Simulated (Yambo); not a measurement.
# MgO in Yambo: convergence with bands in self energy

The system is MgO.

```
CELL_PARAMETERS angstrom
0.00000 2.09700 2.09700
2.09700 0.00000 2.09700
2.09700 2.09700 0.00000
ATOMIC_POSITIONS crystal
Mg 0.00000 0.00000 0.00000
O 0.50000 0.50000 0.50000
```

The cell is a database's computed one.

* Program: Yambo 5.3.0
* Task: G0W0 quasiparticle levels
* Functional: LDA
* Potentials or basis: PseudoDojo 0.4.1 SR LDA standard
* Cutoff: 1143 eV
* Density cutoff: 4572 eV
* k mesh: 6 × 6 × 6
* Occupations: fixed
* Spin: no spin polarisation
* k mesh of the self-consistent run: 12 × 12 × 12
* Form of the LDA: PW92
* Random integration of the Coulomb term: yes
* Direction of the field or of q to 0: x + y + z
* Broadening: 0.1 eV
* States corrected: Γ and the k points of the band edges
* Frequency dependence of W: plasmon pole
* Terminator of the band sum in the self-energy: none
* Quasiparticle equation: linearised (Newton)
* Imaginary frequency of the plasmon-pole fit: 27.2114 eV
* Bands in the response: 158
* Bands in the self-energy: 28
* Cutoff of the response matrix: 15 Ry
* Cutoff of exchange and Vxc: 84 Ry
* Bands corrected (first, last): [7, 9]

These are the settings of the first run; the series varies bands in self energy, with any setting tied to it.

```
bands in self energy  quasiparticle gap at the points computed (eV)
                  28                                          7.257
                  48                                          7.387
                  88                                          7.489
                 158                                          7.541
```

Not settled before the last step: the quasiparticle gap at the points computed (to 0.05 eV). The tightest run that finished is the yardstick and may itself not be fully converged.

Caveat, for the tightest run too: the k mesh is coarse (spacing up to 0.43 Å⁻¹), so the values aren't converged; this version prints the column dSc/dw multiplied by 27.2.
